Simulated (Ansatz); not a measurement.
Input and command of a plane-wave DFT calculation in Ansatz:

```yaml
crystal:
  lattice:
    - [-3.3236145463, 3.3236145463, 3.3236145463]
    - [3.3236145463, -3.3236145463, 3.3236145463]
    - [3.3236145463, 3.3236145463, -3.3236145463]
  atoms:
    - { symbol: Si, position: [0.2026967597, 0.1994875524, 0.204608859] }
    - { symbol: Si, position: [0.4998550578, 0.0050853611, 0.2997165687] }
    - { symbol: Si, position: [0.3006573898, 0.5, 0.0020570415] }
    - { symbol: Si, position: [-0.0032092073, 0.2954270865, 0.4936175309] }
    - { symbol: Si, position: [0.7998974563, 0.796688249, 0.8018095556] }
    - { symbol: Si, position: [0.4998550578, 0.0050853611, 0.7025158721] }
    - { symbol: Si, position: [0.7034566932, 0.5, 0.0020570415] }
    - { symbol: Si, position: [-0.0032092073, 0.6982263899, 0.4936175309] }
basis:
  ecutwfc: 500
kpoints:
  mp_grid: { grid: [8, 8, 8] }
hamiltonian:
  xc: r2scan
scf:
  occupations: { method: gaussian, width: 0.15 }
output:
  forces: true
  stress: true
  eigenvalues: true
  write_density: true
  write_potential: true
  elf: true
  volumetric_format: npy
```

```bash
ansatz run input.yaml --threads 2 --pin off --max-ram 5120MiB --backend cpu --events-out ev --progress --plain --runs-dir out
```

Processor: Intel(R) Xeon(R) 6975P-C (Granite Rapids), 2 threads, on a host shared with other jobs.

Question: How long does it run, and how much memory does it take?

Answer: About 43 s on 2 threads of Intel(R) Xeon(R) 6975P-C (Granite Rapids) (shared host), peak memory 1.4 GiB. It solves 24 bands at 260 k points (the mesh reduced by symmetry) with about 3781 plane waves, in 6 SCF iterations.
